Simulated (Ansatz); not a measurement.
# Mg2Ge (Fm-3m): a single-point run

Wanted: a converged single-point run for Mg2Ge (Fm-3m), and a check of what comes out. The structure is shown as the input types it.

The COD entry's cell or inner coordinates are ideal or old and differ from later refinements, so a difference from it is no clean test against experiment.

Computed with Ansatz 0.2.0 (DFT PBE, scalar-relativistic, plane waves, PAW, unless a step's input says otherwise).

1 further run of the same task is left out (it didn't finish). Runs told in other sessions of the task aren't counted.

## Step 1: The structure to begin with

Symmetry: Fm-3m, No. 225, cubic system. Conventional cell: a = 6.422 Å, b = 6.422 Å, c = 6.422 Å, α = 90.00°, β = 90.00°, γ = 90.00°. Mg (site symmetry -43m) has 4 Ge at 2.78 Å in its first shell of neighbours. Ge (site symmetry m-3m) has 8 Mg at 2.78 Å in its first shell of neighbours.

As a file:

```cif
data_structure
_symmetry_space_group_name_H-M 'Fm-3m'
_symmetry_Int_Tables_number 225
_cell_length_a 6.4217
_cell_length_b 6.4217
_cell_length_c 6.4217
_cell_angle_alpha 90.000
_cell_angle_beta 90.000
_cell_angle_gamma 90.000
_cell_volume 264.81
loop_
_atom_site_label
_atom_site_type_symbol
_atom_site_symmetry_multiplicity
_atom_site_Wyckoff_symbol
_atom_site_fract_x
_atom_site_fract_y
_atom_site_fract_z
_atom_site_occupancy
Mg1 Mg 8 c 0.25000 0.75000 0.75000 1
Ge1 Ge 4 a 0.00000 0.00000 0.00000 1
```

## Step 2: Running it

Contents of input.yaml:

```yaml
crystal:
  lattice:
    - [0.0, 3.2108253369, 3.2108253369]
    - [3.2108253369, 0.0, 3.2108253369]
    - [3.2108253369, 3.2108253369, 0.0]
  atoms:
    - { symbol: Mg, position: [0.25, 0.25, 0.25] }
    - { symbol: Mg, position: [0.75, 0.75, 0.75] }
    - { symbol: Ge, position: [0.0, 0.0, 0.0] }
basis:
  ecutwfc: 420
  ecutrho_ratio: 4
kpoints:
  mp_grid: { grid: [10, 10, 10] }
hamiltonian:
  xc: pbe
scf:
  occupations: { method: gaussian, width: 0.05 }
  convergence: { dr2_threshold: 1.0e-14 }
  max_iter: 100
output:
  forces: true
  stress: true
```

Command:

```bash
$ ansatz run input.yaml --threads 2 --pin off --max-ram 2662MiB --backend cpu --events-out ev --progress --plain --runs-dir out
```

**Question.** How will this run end, and is anything wrong with its input?

The run converged and reported no error. Convergence says nothing about whether the input makes sense.

The suspect setting: scf.convergence.dr2_threshold is 1.0e-14. What could go wrong: threshold needlessly tight. Once met, so tight a threshold does no harm; it costs cycles.

Run again and compare: delete scf.convergence.dr2_threshold (the default then holds).
